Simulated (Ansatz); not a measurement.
NaF with two functionals, pressure 22.5 GPa

Base system: NaF in the rock salt structure (space group Fm-3m, No. 225; a = 4.702 Å).

(Cell as relaxed with PBE.)

Levels (all Ansatz, a quantum-chemistry and plane-wave program, PAW): PBE (420 eV, no spin-orbit coupling); r2SCAN (500 eV, no spin-orbit coupling).

Each level relaxes its own structure.

```json
[
 {"base": "volume per atom", "PBE": "12.99 Å³", "r2SCAN": "12.12 Å³"},
 {"base": "lattice parameter a", "PBE": "4.702 Å", "r2SCAN": "4.595 Å"},
 {"base": "band gap", "PBE": "6.09 eV", "r2SCAN": "7.28 eV"}
]
```

Modification: a hydrostatic pressure of 22.5 GPa.

```csv
quantity,PBE,r2SCAN
shift of the gap caused by the change,+1.66 eV,___
shortest interatomic distance,2.148 Å,___
electron mass,0.56 mₑ (at Γ),___
```

Predict the r2SCAN column.


- shift of the gap caused by the change, r2SCAN: +1.61 eV
- shortest interatomic distance, r2SCAN: 2.122 Å
- electron mass, r2SCAN: 0.56 mₑ (at Γ)

PBE's shift of the gap caused by the change lies 0.05 eV above r2SCAN's; PBE's shortest interatomic distance lies 0.0254 Å above r2SCAN's (1.2 %); the two agree on the electron mass. Neither level is exact; r2SCAN is the comparison here, not a measurement.

Load acts through the strain it causes; cell and atoms are relaxed under it. Effective masses come from finite differences of ±0.01 Å⁻¹. Whether these cells are dynamically stable was not tested. No other phases were tried under pressure.
